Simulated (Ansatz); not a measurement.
# AlP: pressure against volume

Aim: scale the cell of AlP up and down at fixed shape and fractional positions, and get the equilibrium volume and bulk modulus with LAPW, PAW and all-electron datasets made for the crystal.

The COD entry's cell or inner coordinates are ideal or old and differ from later refinements, so a difference from it is no clean test against experiment.

Program: Ansatz 0.2.0. Level of theory: DFT PBE, scalar-relativistic. These are calculated values, not measurements.

## (1) Starting point

Symmetry: F-43m, No. 216, cubic system. The conventional cell has a = 5.451 Å, b = 5.451 Å, c = 5.451 Å, α = 90.00°, β = 90.00°, γ = 90.00°. Al (site symmetry -43m) is surrounded by 4 P at 2.36 Å. P (site symmetry -43m) has 4 Al at 2.36 Å as nearest neighbours.

Structure file:

```cif
data_structure
_symmetry_space_group_name_H-M 'P 1'
_symmetry_Int_Tables_number 1
_cell_length_a 3.8544
_cell_length_b 3.8544
_cell_length_c 3.8544
_cell_angle_alpha 60.000
_cell_angle_beta 60.000
_cell_angle_gamma 60.000
_cell_volume 40.49
loop_
_atom_site_label
_atom_site_type_symbol
_atom_site_fract_x
_atom_site_fract_y
_atom_site_fract_z
_atom_site_occupancy
Al1 Al 0.00000 0.00000 0.00000 1
P1 P 0.75000 0.75000 0.75000 1
```

Structure: COD 9008831, as refined from experiment and not relaxed.

Atoms are numbered in the order of the input: Al1, P2.

## (2) Volume × 0.95, LAPW

Contents of input.yaml:

```yaml
crystal:
  lattice:
    - [0.0, 2.6792961588, 2.6792961588]
    - [2.6792961588, 0.0, 2.6792961588]
    - [2.6792961588, 2.6792961588, 0.0]
  atoms:
    - { symbol: Al, position: [0.0, 0.0, 0.0] }
    - { symbol: P, position: [0.75, 0.75, 0.75] }
kpoints:
  mp_grid: { grid: [12, 12, 12] }
scf:
  occupations: { method: fermi_dirac, width: 0.03 }
hamiltonian:
  xc: pbe
  pseudopotentials: { kind: all_electron, lapw: { basis_error: 0.0005 } }
output:
  forces: true
  stress: true
  eigenvalues: true
```

## (3) Volume × 0.95, PAW

Changes to input.yaml since step 2:

```diff
@@ -14,3 +14,3 @@
   xc: pbe
-  pseudopotentials: { kind: all_electron, lapw: { basis_error: 0.0005 } }
+  pseudopotentials: { kind: paw }
 output:
@@ -19 +19,2 @@
   eigenvalues: true
+  efg: { contact_densities: true }
```

## (4) Volume × 0.95, crystal datasets

Changes to input.yaml since step 3:

```diff
@@ -14,3 +14,3 @@
   xc: pbe
-  pseudopotentials: { kind: paw }
+  pseudopotentials: { kind: all_electron, datasets: crystal }
 output:
```

## (5) Volume × 0.975, LAPW

Contents of input.yaml:

```yaml
crystal:
  lattice:
    - [0.0, 2.7025955558, 2.7025955558]
    - [2.7025955558, 0.0, 2.7025955558]
    - [2.7025955558, 2.7025955558, 0.0]
  atoms:
    - { symbol: Al, position: [0.0, 0.0, 0.0] }
    - { symbol: P, position: [0.75, 0.75, 0.75] }
kpoints:
  mp_grid: { grid: [12, 12, 12] }
scf:
  occupations: { method: fermi_dirac, width: 0.03 }
hamiltonian:
  xc: pbe
  pseudopotentials: { kind: all_electron, lapw: { basis_error: 0.0005 } }
output:
  forces: true
  stress: true
  eigenvalues: true
```

## (6) Volume × 0.975, PAW

Changes to input.yaml since step 5:

```diff
@@ -14,3 +14,3 @@
   xc: pbe
-  pseudopotentials: { kind: all_electron, lapw: { basis_error: 0.0005 } }
+  pseudopotentials: { kind: paw }
 output:
@@ -19 +19,2 @@
   eigenvalues: true
+  efg: { contact_densities: true }
```

## (7) Volume × 1.025, LAPW

Contents of input.yaml:

```yaml
crystal:
  lattice:
    - [0.0, 2.7480258149, 2.7480258149]
    - [2.7480258149, 0.0, 2.7480258149]
    - [2.7480258149, 2.7480258149, 0.0]
  atoms:
    - { symbol: Al, position: [0.0, 0.0, 0.0] }
    - { symbol: P, position: [0.75, 0.75, 0.75] }
kpoints:
  mp_grid: { grid: [12, 12, 12] }
scf:
  occupations: { method: fermi_dirac, width: 0.03 }
hamiltonian:
  xc: pbe
  pseudopotentials: { kind: all_electron, lapw: { basis_error: 0.0005 } }
output:
  forces: true
  stress: true
  eigenvalues: true
```

## (8) Volume × 1.025, PAW

Changes to input.yaml since step 7:

```diff
@@ -14,3 +14,3 @@
   xc: pbe
-  pseudopotentials: { kind: all_electron, lapw: { basis_error: 0.0005 } }
+  pseudopotentials: { kind: paw }
 output:
@@ -19 +19,2 @@
   eigenvalues: true
+  efg: { contact_densities: true }
```

## (9) Volume × 1.05, LAPW

Contents of input.yaml:

```yaml
crystal:
  lattice:
    - [0.0, 2.7701882705, 2.7701882705]
    - [2.7701882705, 0.0, 2.7701882705]
    - [2.7701882705, 2.7701882705, 0.0]
  atoms:
    - { symbol: Al, position: [0.0, 0.0, 0.0] }
    - { symbol: P, position: [0.75, 0.75, 0.75] }
kpoints:
  mp_grid: { grid: [12, 12, 12] }
scf:
  occupations: { method: fermi_dirac, width: 0.03 }
hamiltonian:
  xc: pbe
  pseudopotentials: { kind: all_electron, lapw: { basis_error: 0.0005 } }
output:
  forces: true
  stress: true
  eigenvalues: true
```

## (10) Volume × 1.05, PAW

Changes to input.yaml since step 9:

```diff
@@ -14,3 +14,3 @@
   xc: pbe
-  pseudopotentials: { kind: all_electron, lapw: { basis_error: 0.0005 } }
+  pseudopotentials: { kind: paw }
 output:
@@ -19 +19,2 @@
   eigenvalues: true
+  efg: { contact_densities: true }
```

## (11) Volume × 1.05, crystal datasets

Changes to input.yaml since step 10:

```diff
@@ -14,3 +14,3 @@
   xc: pbe
-  pseudopotentials: { kind: paw }
+  pseudopotentials: { kind: all_electron, datasets: crystal }
 output:
```

(Steps that only read results are left out.)

**Question.** What will these runs give? Wanted: equilibrium volume; bulk modulus (for each run or level that gives them).

**Answer**, as computed:

```
                      quantity           value
     equilibrium volume (LAPW)  20.874 Å³/atom
           bulk modulus (LAPW)          82 GPa
its pressure derivative (LAPW)             4.1
      equilibrium volume (PAW)  20.885 Å³/atom
            bulk modulus (PAW)          83 GPa
 its pressure derivative (PAW)             4.1
```

**Reading.** A third-order Birch-Murnaghan fit to the LAPW pressures puts zero pressure at 20.87 Å³/atom, +3.1 % from the given cell, with a bulk modulus of 82 GPa. PAW's volume lies +0.05 % and its modulus +0.3 % from LAPW's. The gap goes from 1.46 eV at the smallest volume to 1.66 eV at the largest. No thermal or zero-point expansion is included.

The gaps are Kohn-Sham values of a semilocal functional, not quasiparticle or optical gaps. Such gaps usually fall short of the measured ones.
